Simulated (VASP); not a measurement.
Write the native input for VASP 6.6.1 that does the following.

- Task: band structure
- Functional: PBE
- Potentials or basis: VASP PAW PBE potentials, release 64 (Ni_sv_GW)
- Cutoff: 600 eV
- k mesh: 13 × 13 × 13
- Occupations: fermi-dirac, width 0.05 eV
- Spin: collinear spin, ferromagnetic start
- Starting moments: [1.0] μB
- Further INCAR settings: ALGO = Normal; EDIFF = 1e-06; NBANDS = 19

The structure of Ni lies in POSCAR:

```
Ni
1.0
    0.0000000000      1.7375729330      1.7375729330
    1.7375729330      0.0000000000      1.7375729330
    1.7375729330      1.7375729330      0.0000000000
Ni
1
Direct
    0.0000000000      0.0000000000      0.0000000000
```

These files were run (other wordings do the same):

INCAR

```
PREC = Accurate ; ENCUT = 600
EDIFF = 1E-6 ; ISMEAR = -1
SIGMA = 0.05 ; LREAL = False
LASPH = True ; NELM = 150
ALGO = Normal ; ISIF = 2
LWAVE = False ; LCHARG = False
ISPIN = 2 ; MAGMOM = 1
LORBIT = 11 ; LMAXMIX = 4
GGA = PE ; NBANDS = 19
```

KPOINTS

```
Automatic mesh
0
Gamma
  13 13 13
```

KPOINTS_OPT

```
path GXWKGLUWLK,UX
10
line-mode
reciprocal
 0.0000000000  0.0000000000  0.0000000000  G
 0.5000000000  0.0000000000  0.5000000000  X

 0.5000000000  0.0000000000  0.5000000000  X
 0.5000000000  0.2500000000  0.7500000000  W

 0.5000000000  0.2500000000  0.7500000000  W
 0.3750000000  0.3750000000  0.7500000000  K

 0.3750000000  0.3750000000  0.7500000000  K
 0.0000000000  0.0000000000  0.0000000000  G

 0.0000000000  0.0000000000  0.0000000000  G
 0.5000000000  0.5000000000  0.5000000000  L

 0.5000000000  0.5000000000  0.5000000000  L
 0.6250000000  0.2500000000  0.6250000000  U

 0.6250000000  0.2500000000  0.6250000000  U
 0.5000000000  0.2500000000  0.7500000000  W

 0.5000000000  0.2500000000  0.7500000000  W
 0.5000000000  0.5000000000  0.5000000000  L

 0.5000000000  0.5000000000  0.5000000000  L
 0.3750000000  0.3750000000  0.7500000000  K

 0.6250000000  0.2500000000  0.6250000000  U
 0.5000000000  0.0000000000  0.5000000000  X
```

Potentials or basis: VASP PAW PBE potentials, release 64 (Ni_sv_GW).

Run with:

```bash
$ cat potpaw_PBE.64/Ni_sv_GW/POTCAR > POTCAR
$ mpirun -np 1 vasp_std > vasp.out
```

It gave:

```yaml
Pressure: 4.3 GPa
Band_gap_along_the_path: none (metal or under the smearing width)
Net_moment: 0.63 μB per cell
Site_moments: Ni +0.67 μB
Valence_electrons_inside_the_program's_atomic_spheres: Ni 16.39
```

Wall time 52 s on 1 thread of Intel(R) Xeon(R) Platinum 8488C (Sapphire Rapids) (shared host), peak memory 0.19 GiB.
